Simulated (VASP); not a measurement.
# FeNi3 (Fm-3m) in VASP: single point with PBEsol

Aim: the single point of FeNi3 with PBEsol.

Everything below comes from runs of VASP 6.6.1. Logs are shortened: lines on timing, memory, paths and dates and some standing lists are left out, and cuts for length are marked.

### Step 1. The structure

It takes space group Fm-3m (No. 225, cubic). The conventional cell has a = 5.581 Å, b = 5.581 Å, c = 5.581 Å, α = 90.00°, β = 90.00°, γ = 90.00°. Around Fe (site symmetry m-3m) lie 8 Ni at 2.42 Å. Ni (site symmetry -43m) has 4 Fe at 2.42 Å and 4 Ni at 2.42 Å as nearest neighbours. Around Ni (site symmetry m-3m) lie 8 Ni at 2.42 Å.

The cell comes from a database or a generator and needn't be the stable form of this composition.

### Step 2. Single point, PBEsol, collinear spin, typed start

Input file INCAR:

```
SYSTEM = FeNi3
PREC = Accurate ; ENCUT = 520
EDIFF = 1E-6 ; ISMEAR = 1
SIGMA = 0.05 ; LREAL = .False.
LASPH = .True. ; NELM = 150
ALGO = Normal ; ISIF = 2
LWAVE = .False. ; LCHARG = .False.
ISPIN = 2 ; MAGMOM = 3.5 1.5 1.5 1.5
LORBIT = 11 ; LMAXMIX = 4
GGA = PS ; NBANDS = 31
```

Input file KPOINTS:

```
Automatic mesh
0
Gamma
  7 7 7
  0 0 0
```

Input file POSCAR:

```
FeNi3
1.0
    0.0000000000      2.7903700000      2.7903700000
    2.7903700000      0.0000000000      2.7903700000
    2.7903700000      2.7903700000      0.0000000000
Fe Ni
1 3
Direct
    0.0000000000      0.0000000000      0.0000000000
    0.7500000000      0.7500000000      0.7500000000
    0.2500000000      0.2500000000      0.2500000000
    0.5000000000      0.5000000000      0.5000000000
```

Potentials or basis: VASP PAW PBE potentials, release 64 (Fe, Ni).

Launch:

```sh
cat potpaw_PBE.64/Fe/POTCAR potpaw_PBE.64/Ni/POTCAR > POTCAR
mpirun -np 1 vasp_std > vasp.out
```

OUTCAR:

```text
SYSTEM = FeNi3
   PREC = Accurate
   ENCUT = 520
   EDIFF = 1E-6
   ISMEAR = 1
   LREAL = .False.
   LASPH = .True.
   NELM = 150
   ISIF = 2
   ISPIN = 2
   LORBIT = 11
   GGA = PS

 ion  position               nearest neighbor table
   1  0.000  0.000  0.000-   2 2.42   3 2.42   2 2.42   2 2.42   2 2.42   3 2.42   3 2.42   3 2.42
                             4 2.79   4 2.79   4 2.79   4 2.79   4 2.79   4 2.79
   2  0.750  0.750  0.750-   1 2.42   4 2.42   4 2.42   4 2.42   4 2.42   1 2.42   1 2.42   1 2.42
                             3 2.79   3 2.79   3 2.79   3 2.79   3 2.79   3 2.79
   3  0.250  0.250  0.250-   1 2.42   4 2.42   1 2.42   1 2.42   1 2.42   4 2.42   4 2.42   4 2.42
                             2 2.79   2 2.79   2 2.79   2 2.79   2 2.79   2 2.79
   4  0.500  0.500  0.500-   2 2.42   3 2.42   3 2.42   3 2.42   3 2.42   2 2.42   2 2.42   2 2.42
                             1 2.79   1 2.79   1 2.79   1 2.79   1 2.79   1 2.79

  LATTYP: Found a face centered cubic cell.
 ALAT       =     5.5807400000

  Lattice vectors:

 A1 = (   0.0000000000,   2.7903700000,   2.7903700000)
 A2 = (   2.7903700000,   0.0000000000,   2.7903700000)
 A3 = (   2.7903700000,   2.7903700000,   0.0000000000)

Analysis of symmetry for initial positions (statically):
=====================================================================
 Subroutine PRICEL returns:
 Original cell was already a primitive cell.

 Routine SETGRP: Setting up the symmetry group for a
 face centered cubic supercell.

 Subroutine GETGRP returns: Found 48 space group operations
 (whereof 48 operations were pure point group operations)
 out of a pool of 48 trial point group operations.

The static configuration has the point symmetry O_h .

Analysis of symmetry for dynamics (positions and initial velocities):
=====================================================================
 Subroutine PRICEL returns:
 Original cell was already a primitive cell.

 Routine SETGRP: Setting up the symmetry group for a
 face centered cubic supercell.

 Subroutine GETGRP returns: Found 48 space group operations
 (whereof 48 operations were pure point group operations)
 out of a pool of 48 trial point group operations.

The dynamic configuration has the point symmetry O_h .

Analysis of structural, dynamic, and magnetic symmetry:
=====================================================================
 Subroutine PRICEL returns:
 Original cell was already a primitive cell.

 Routine SETGRP: Setting up the symmetry group for a
 face centered cubic supercell.

 Subroutine GETGRP returns: Found 48 space group operations
 (whereof 48 operations were pure point group operations)
 out of a pool of 48 trial point group operations.

The overall configuration has the point symmetry O_h .

 Subroutine INISYM returns: Found 48 space group operations
 (whereof 48 operations are pure point group operations),
 and found     1 'primitive' translations

----------------------------------------------------------------------------------------

                                     Primitive cell

  volume of cell :      43.4526

  direct lattice vectors                    reciprocal lattice vectors
     0.000000000  2.790370000  2.790370000    -0.179187706  0.179187706  0.179187706
     2.790370000  0.000000000  2.790370000     0.179187706 -0.179187706  0.179187706
     2.790370000  2.790370000  0.000000000     0.179187706  0.179187706 -0.179187706

  length of vectors
     3.946179098  3.946179098  3.946179098     0.310362211  0.310362211  0.310362211

  position of ions in fractional coordinates (direct lattice)
     0.000000000  0.000000000  0.000000000
     0.750000000  0.750000000  0.750000000
     0.250000000  0.250000000  0.250000000
     0.500000000  0.500000000  0.500000000

  ion indices of the primitive-cell ions
   primitive index   ion index
                 1           1
                 2           2
                 3           3
                 4           4

----------------------------------------------------------------------------------------

 KPOINTS: Automatic mesh

Automatic generation of k-mesh.
 Grid dimensions read from file:
 generate k-points for:    7    7    7

 Generating k-lattice:

  Cartesian coordinates                     Fractional coordinates (reciprocal lattice)
    -0.025598244  0.025598244  0.025598244     0.142857143  0.000000000  0.000000000
     0.025598244 -0.025598244  0.025598244     0.000000000  0.142857143  0.000000000
     0.025598244  0.025598244 -0.025598244     0.000000000  0.000000000  0.142857143

  Length of vectors
     0.044337459  0.044337459  0.044337459

  Shift w.r.t. Gamma in fractional coordinates (k-lattice)
     0.000000000  0.000000000  0.000000000

 Subroutine IBZKPT returns following result:
 ===========================================

 Found     20 irreducible k-points:

 Following reciprocal coordinates:
            Coordinates               Weight
  0.000000  0.000000  0.000000      1.000000
  0.142857  0.000000  0.000000      8.000000
  0.285714  0.000000  0.000000      8.000000
  0.428571  0.000000  0.000000      8.000000
  0.142857  0.142857  0.000000      6.000000
  0.285714  0.142857  0.000000     24.000000
[... 12 lines left out ...]
 -0.428571  0.428571  0.142857     24.000000
 -0.285714  0.428571  0.142857     24.000000
   k-points           NKPTS =     20   k-points in BZ     NKDIM =     20   number of bands    NBANDS=     31
   number of dos      NEDOS =    301   number of ions     NIONS =      4
   total plane-waves  NPLWV =  27000
   dimension x,y,z NGX =    30 NGY =   30 NGZ =   30
   dimension x,y,z NGXF=    60 NGYF=   60 NGZF=   60
   ions per type =               1   3
   NGX,Y,Z   is equivalent  to a cutoff of  12.64, 12.64, 12.64 a.u.
   NGXF,Y,Z  is equivalent  to a cutoff of  25.28, 25.28, 25.28 a.u.
 SYSTEM =  FeNi3
   PREC   = accura    normal or accurate (medium, high low for compatibility)
   ISTART =      0    job   : 0-new  1-cont  2-samecut
   ICHARG =      2    charge: 1-file 2-atom 10-const
   ISPIN  =      2    spin polarized calculation?
   LNONCOLLINEAR =      F non collinear calculations
   LSORBIT =      F    spin-orbit coupling
   LASPH  =      T    aspherical Exc in radial PAW
   ENCUT  =  520.0 eV  38.22 Ry    6.18 a.u.   7.34  7.34  7.34*2*pi/ulx,y,z
   NELM   =    150;   NELMIN=  2; NELMDL= -5     # of ELM steps
   EDIFF  = 0.1E-05   stopping-criterion for ELM
   LREAL  =      F    real-space projection
   EDIFFG = 0.1E-04   stopping-criterion for IOM
   NSW    =      0    number of steps for IOM
   IBRION =     -1    ionic relax: 0-MD 1-quasi-New 2-CG
   NFREE  =      0    steps in history (QN), initial steepest desc. (CG)
   ISIF   =      2    stress and relaxation
   ISYM   =      2    0-nonsym 1-usesym 2-fastsym
   POTIM  = 0.5000    time-step for ionic-motion
   TEBEG  =    0.0;   TEEND  =   0.0 temperature during run
   PSTRESS=    0.0 pullay stress
   NELECT =      38.0000    total number of electrons
   NUPDOWN=      -1.0000    fix difference up-down
   EMIN   =  10.00;   EMAX   =-10.00  energy-range for DOS
   EFERMI =   0.00;   METHOD = LEGACY
   ISMEAR =     1;   SIGMA  =   0.05  broadening in eV -4-tet -1-fermi 0-gaus
   EFERMI_NEDOS =   21; number of points for ismear=-14 and -15
   IALGO  =     38    algorithm
   IMIX   =      4    mixing-type and parameters
     AMIX     =   0.40;   BMIX     =  1.00
     AMIX_MAG =   1.60;   BMIX_MAG =  1.00
  volume/ion in A,a.u.               =      10.86        73.31
  Fermi-wavevector in a.u.,A,eV,Ry     =   1.565540  2.958442 33.346740  2.450916
  Thomas-Fermi vector in A             =   2.668001
   LORBIT       =     11    0 simple, 1 ext, 2 COOP (PROOUT), +10 PAW based schemes
   GGA     = PS    functional components
   LHFCALC =     F    Hartree Fock is set to
   AEXX    =    0.0000 exact exchange contribution
   IVDW    =     0    specifies the selected vdW correction
   LEPSILON=     F    determine dielectric tensor
   LRPA    =     F    only Hartree local field effects (RPA)
 spin polarized calculation
 Methfessel and Paxton  Order N= 1 SIGMA  =   0.05
  energy-cutoff  :      520.00
  volume of cell :       43.45
 maximum number of plane-waves:      1211
 NGX is ok and might be reduce to    30
   NGX = 15   NGY = 15   NGZ = 15

 number of electron      38.0000020 magnetization       4.3516388

 Free energy of the ion-electron system (eV)
  ---------------------------------------------------
  ext. energy  EPLUGINS =         0.00000000
  ---------------------------------------------------
  free energy    TOTEN  =       -27.18993425 eV

  energy without entropy =      -27.18976094  energy(sigma->0) =      -27.18987648

 E-fermi :   8.5105     XC(G=0): -13.4598

 val. band max:        8.5042225768   @ k =   0.4286   0.2857   0.1429
 cond. band min:       8.5441719965   @ k =  -0.2857   0.4286   0.1429
 fundamental gap:      0.0399494197
 Fermi energy:         8.5105478093

 spin component 1

 k-point     1 :       0.0000    0.0000    0.0000
  band No.  band energies     occupation
      1      -0.5716      1.00000
      2       3.7791      1.00000
      3       3.7791      1.00000
      4       4.8653      1.00000
      5       4.8653      1.00000
      6       4.8653      1.00000
[... 23 lines left out ...]
     30      18.1848      0.00000
     31      18.2139      0.00000

 k-point     2 :       0.1429    0.0000    0.0000
  band No.  band energies     occupation
      1      -0.2531      1.00000
      2       3.8934      1.00000
      3       3.8934      1.00000
      4       4.6717      1.00000
      5       4.8429      1.00000
      6       4.8429      1.00000
[... 23 lines left out ...]
     30      18.4107      0.00000
     31      19.6433      0.00000

 k-point     3 :       0.2857    0.0000    0.0000
  band No.  band energies     occupation
      1       0.6623      1.00000
      2       4.1974      1.00000
      3       4.1974      1.00000
      4       4.5252      1.00000
      5       4.8346      1.00000
      6       4.8650      1.00000
[... 567 lines left out ...]
     30      25.3607      0.00000
     31      25.5935      0.00000

 k-point    20 :      -0.2857    0.4286    0.1429
  band No.  band energies     occupation
      1       3.2597      1.00000
      2       3.6696      1.00000
      3       3.7060      1.00000
      4       4.0583      1.00000
      5       5.0739      1.00000
      6       5.1904      1.00000
[... 23 lines left out ...]
     30      24.5322      0.00000
     31      25.3462      0.00000
 Fermi energy:         8.5105478093

 spin component 2

 k-point     1 :       0.0000    0.0000    0.0000
  band No.  band energies     occupation
      1      -0.4805      1.00000
      2       4.6658      1.00000
      3       4.6659      1.00000
      4       5.7026      1.00000
      5       5.7026      1.00000
      6       5.7026      1.00000
[... 23 lines left out ...]
     30      18.3956      0.00000
     31      18.3956      0.00000

 k-point     2 :       0.1429    0.0000    0.0000
  band No.  band energies     occupation
      1      -0.1614      1.00000
      2       4.7848      1.00000
      3       4.7848      1.00000
      4       5.5227      1.00000
      5       5.7065      1.00000
      6       5.7065      1.00000
[... 23 lines left out ...]
     30      18.8940      0.00000
     31      19.9619      0.00000

 k-point     3 :       0.2857    0.0000    0.0000
  band No.  band energies     occupation
      1       0.7601      1.00000
      2       5.1072      1.00000
      3       5.1072      1.00000
      4       5.2028      1.00000
      5       5.4823      1.00000
      6       5.7876      1.00000
[... 567 lines left out ...]
     30      25.5935      0.00000
     31      25.8472      0.00000

 k-point    20 :      -0.2857    0.4286    0.1429
  band No.  band energies     occupation
      1       3.6993      1.00000
      2       4.1283      1.00000
      3       4.2588      1.00000
      4       4.5984      1.00000
      5       6.1162      1.00000
      6       6.2762      1.00000
[... 23 lines left out ...]
     30      24.8758      0.00000
     31      25.6893      0.00000

------------------------ aborting loop because EDIFF is reached ----------------------------------------

  FORCE on cell =-STRESS in cart. coord.  units (eV):
  Direction    XX          YY          ZZ          XY          YZ          ZX
  --------------------------------------------------------------------------------------
  -------------------------------------------------------------------------------------
  Total       -0.9630033     -0.9630033     -0.9630033      0.0000000      0.0000000      0.0000000
  in kB      -35.5077367    -35.5077367    -35.5077367      0.0000000      0.0000000      0.0000000
  external PRESSURE =     -35.5077367 kB  Pullay stress =       0.0000000 kB

 VOLUME and BASIS-vectors are now :
 -----------------------------------------------------------------------------
  energy-cutoff  :      520.00
  volume of cell :       43.45
      direct lattice vectors                 reciprocal lattice vectors
     0.000000000  2.790370000  2.790370000    -0.179187706  0.179187706  0.179187706
     2.790370000  0.000000000  2.790370000     0.179187706 -0.179187706  0.179187706
     2.790370000  2.790370000  0.000000000     0.179187706  0.179187706 -0.179187706

 POSITION                                       TOTAL-FORCE (eV/Angst)
 -----------------------------------------------------------------------------------
      0.00000      0.00000      0.00000        -0.000000     -0.000000     -0.000000
      4.18555      4.18555      4.18555        -0.000000     -0.000000     -0.000000
      1.39518      1.39518      1.39518         0.000000      0.000000      0.000000
      2.79037      2.79037      2.79037        -0.000000     -0.000000     -0.000000
 -----------------------------------------------------------------------------------
    total drift:                                0.000000     -0.000000      0.000000

  FREE ENERGIE OF THE ION-ELECTRON SYSTEM (eV)
  ---------------------------------------------------
  free  energy   TOTEN  =       -27.1899342483 eV

  energy  without entropy=      -27.1897609414  energy(sigma->0) =      -27.18987648

 total charge

# of ion       s       p       d       tot
------------------------------------------
    1        0.479   0.523   6.150   7.151
    2        0.516   0.532   8.337   9.385
    3        0.516   0.532   8.337   9.385
    4        0.498   0.513   8.377   9.389
--------------------------------------------------
tot          2.010   2.100  31.200  35.310

 magnetization (x)

# of ion       s       p       d       tot
------------------------------------------
    1        0.007  -0.003   2.790   2.794
    2       -0.009  -0.034   0.677   0.634
    3       -0.009  -0.034   0.677   0.634
    4       -0.016  -0.033   0.338   0.288
--------------------------------------------------
tot         -0.027  -0.104   4.481   4.350
```

It took 76 s on 1 thread of Intel Xeon Platinum 8488C (Sapphire Rapids), shared host; peak memory 0.2 GiB.

Results:

```yaml
Free_energy: -27.1899 eV
Pressure: -3.6 GPa
Band_gap_on_the_k_mesh: none (metal or under the smearing width)
Net_moment: 4.35 μB per cell
Site_moments: Fe +2.79; Ni +0.63, +0.29 μB
Valence_electrons_inside_the_program's_atomic_spheres: Fe 7.15; Ni 9.38, 9.39
```

Levels at points of the mesh, in eV from the Fermi level:
Spin up:
```csv
k point,band 18,band 19,band 20,band 21,band 22,band 23,band 24,band 25
"(0.00, 0.00, 0.00)",-0.63,-0.31,-0.31,-0.31,8.11,8.11,8.11,8.23
```
Spin down:
| k point | band 14 | band 15 | band 16 | band 17 | band 18 | band 19 | band 20 | band 21 |
| --- | --- | --- | --- | --- | --- | --- | --- | --- |
| (0.00, 0.00, 0.00) | -0.31 | -0.24 | -0.24 | 0.94 | 0.94 | 0.94 | 1.20 | 1.20 |

Caveat: the PAW data sets were made with another functional, which shifts forces and pressure a little.
